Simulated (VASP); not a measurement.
# HgTe (zincblende): one r²SCAN single-point calculation in two programs

```xyz
2
Lattice="0.0000 3.2892 3.2892 3.2892 0.0000 3.2892 3.2892 3.2892 0.0000" Properties=species:S:1:pos:R:3 pbc="T T T"
Hg    0.0000    0.0000    0.0000
Te    1.6446    1.6446    1.6446
```

The two codes use different PAW datasets and cutoffs. VASP's cell holds 18 valence electrons and Ansatz's 36. Ansatz's stress includes a Pulay correction; VASP's doesn't.

Cutoffs: 520 eV in VASP, 500 eV in Ansatz. k meshes: 6×6×6 and 6×6×6.

```
                              VASP   Ansatz
gap between bands v and c  0.00 eV  0.00 eV
         least direct gap  0.00 eV  0.00 eV
                 pressure  0.0 GPa  0.0 GPa
```

Band v is the last that the valence electrons fill when counted band by band, and c is the next. Levels in eV from the top of v, Ansatz:

| point | v−1 | v | c | c+1 |
| --- | --- | --- | --- | --- |
| Γ | 0.00 | 0.00 | 0.00 | 4.68 |
| X | -2.12 | -2.12 | 2.11 | 2.88 |
| W | -2.47 | -2.40 | 3.24 | 4.92 |
| K | -2.73 | -1.76 | 2.48 | 4.31 |
| L | -0.91 | -0.91 | 0.95 | 5.45 |

VASP:

```csv
point,v−1,v,c,c+1
Γ,0.00,0.00,0.00,4.66
X,-2.13,-2.13,2.10,2.87
W,-2.47,-2.41,3.24,4.91
K,-2.74,-1.77,2.47,4.31
L,-0.92,-0.92,0.94,5.43
```
